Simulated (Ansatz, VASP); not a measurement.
One calculation of ZnO, two programs

Contents of INCAR:

```
  ALGO = Normal
  EDIFF = 1E-6
  ENCUT = 520
  GGA = PE
  ISIF = 2
  ISMEAR = 0
  LASPH = True
  LCHARG = True
  LELF = True
  LREAL = False
  LVHAR = True
  LWAVE = False
  NBANDS = 46
  NELM = 100
  PREC = Accurate
  SIGMA = 0.01
```

KPOINTS

```
k-points
0
Gamma
  9 9 2
```

POSCAR

```
ZnO
1.0
    3.2050025020      0.0000000000      0.0000000000
   -1.6025012510      2.7756135859      0.0000000000
    0.0000000000      0.0000000000     10.4132773869
Zn O
4 4
Direct
    0.0000000000      0.0000000000     -0.0005573107
    0.3333333333      0.6666666667      0.2496497194
    0.0000000000      0.0000000000      0.4994426893
    0.6666666667      0.3333333333      0.7496497194
    0.0000000000      0.0000000000      0.1880731350
    0.3333333333      0.6666666667      0.4378344562
    0.0000000000      0.0000000000      0.6880731350
    0.6666666667      0.3333333333      0.9378344562
```

Input for Ansatz:

```yaml
crystal:
  lattice:
    - [3.205002502, 0.0, 0.0]
    - [-1.602501251, 2.7756135859, 0.0]
    - [0.0, 0.0, 10.4132773869]
  atoms:
    - { symbol: Zn, position: [0.0, 0.0, -0.0005573107] }
    - { symbol: Zn, position: [0.3333333333, 0.6666666667, 0.2496497194] }
    - { symbol: Zn, position: [0.0, 0.0, 0.4994426893] }
    - { symbol: Zn, position: [0.6666666667, 0.3333333333, 0.7496497194] }
    - { symbol: O, position: [0.0, 0.0, 0.188073135] }
    - { symbol: O, position: [0.3333333333, 0.6666666667, 0.4378344562] }
    - { symbol: O, position: [0.0, 0.0, 0.688073135] }
    - { symbol: O, position: [0.6666666667, 0.3333333333, 0.9378344562] }
kpoints:
  mp_grid: { grid: [9, 9, 2] }
hamiltonian:
  xc: pbe
scf:
  occupations: { method: fixed }
  n_extra_bands: 6
output:
  forces: true
  stress: true
  eigenvalues: true
```

Alike in both runs: task single point; functional PBE; k mesh 9 × 9 × 2; no spin polarisation.

```csv
,VASP,Ansatz
version,VASP 6.6.1,Ansatz 0.2.0
potentials or method,"VASP PAW PBE potentials, release 64 (Zn, O)","plane waves, PAW"
plane-wave cutoff (eV),520,420
occupations,"gaussian, width 0.01 eV",fixed
valence electrons in the cell,72,72
```

```csv
,VASP,Ansatz,Ansatz less VASP
gap on the k mesh at the Fermi level (eV),0.76,0.77,+0.013
pressure (GPa),10.3,9.1,-1.16
rms of the force components (eV/Å),0.006,0.005,-0.0008
```

Atom by atom the forces differ by 0.001 eV/Å (rms over components).

A hybrid or GW would open this gap; PBE tends to underestimate it.
